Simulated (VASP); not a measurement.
Here is a VASP 6.6.1 calculation.

INCAR

```
  PREC = Accurate
  ENCUT = 520
  EDIFF = 1E-6
  ISMEAR = 0
  SIGMA = 0.03
  LREAL = False
  LASPH = True
  NELM = 80
  ALGO = Normal
  ISIF = 2
  LWAVE = False
  LCHARG = False
  LDIPOL = True
  IDIPOL = 3
  DIPOL = 0.5 0.5 0.500
  GGA = PE
  IVDW = 12
  NBANDS = 49
  LVHAR = True
  LVACPOTAV = True
  ICORELEVEL = 1
  KPAR = 4
```

Contents of KPOINTS:

```
regular mesh
0
Gamma
  9 9 1
```

The input POSCAR:

```
WSe2                                    
1.0
    3.2813518300      0.0000000000      0.0000000000
   -1.6406760800      2.8417341400      0.0000000000
    0.0000000000      0.0000000000     31.1637933300
  Se              W             
     6     3
Direct
     0.6666669999999968    0.3333340000000007    0.2406101213149855
     0.6666669999999968    0.3333340000000007    0.3489008384710781
     0.3333330000000032    0.6666659999999993    0.4458953941353660
     0.3333330000000032    0.6666659999999993    0.5541046058646341
     0.6666669999999968    0.3333340000000007    0.6510991615289220
     0.6666669999999968    0.3333340000000007    0.7593898786850145
     0.3333330000000032    0.6666659999999993    0.2947780769905388
     0.6666669999999968    0.3333340000000007    0.5000000000000000
     0.3333330000000032    0.6666659999999993    0.7052219230094612
```

Potentials or basis: VASP PAW PBE potentials, release 64 (Se, W_sv).

Run with:

```sh
$ cat potpaw_PBE.64/Se/POTCAR potpaw_PBE.64/W_sv/POTCAR > POTCAR
$ mpirun -np 4 vasp_std > vasp.out
```

Q: Estimate the ionisation potential of the upper face.

A: 4.82 eV.

Q: What does it give for the dispersion energy per atom?

A: -0.428 eV.

Forces on the atoms (eV/Å):
```
Se   0.000  0.000 -0.001
Se   0.000  0.000  0.008
Se   0.000  0.000  0.000
Se   0.000  0.000  0.000
Se   0.000  0.000 -0.008
Se   0.000  0.000  0.001
W    0.000  0.000 -0.013
W    0.000  0.000  0.000
W    0.000  0.000  0.013
```
